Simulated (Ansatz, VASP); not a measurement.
## One calculation of Sb, two programs

```
Sb
1.0
     0.00000    2.48098    2.48098
     2.48098    0.00000    2.48098
     2.48098    2.48098    0.00000
Sb
1
Cartesian
  0.0000 0.0000 0.0000
```

Alike in both runs: task single point; functional PBE; k mesh 16 × 16 × 16; occupations gaussian, width 0.1 eV; no spin polarisation.

|  | VASP | Ansatz |
| --- | --- | --- |
| version | VASP 6.6.1 | Ansatz 0.2.0 |
| potentials or method | VASP PAW PBE potentials, release 64 (Sb) | scalar-relativistic, plane waves, PAW |
| plane-wave cutoff (eV) | 520 | 420 |
| valence electrons in the cell | 5 | 15 |

```tsv
	VASP	Ansatz	Ansatz less VASP
gap on the k mesh at the Fermi level (eV)	none	none	-
pressure (GPa)	-4.9	-4.7	+0.12
```

A gap of «none» marks a metal or a gap that the smearing closes. With one functional, cell and mesh, what is left measures potentials, basis and numerics. The two sets of potentials don't hold the same shells in valence.

Spin-orbit coupling is left out, which matters for the levels of Sb.
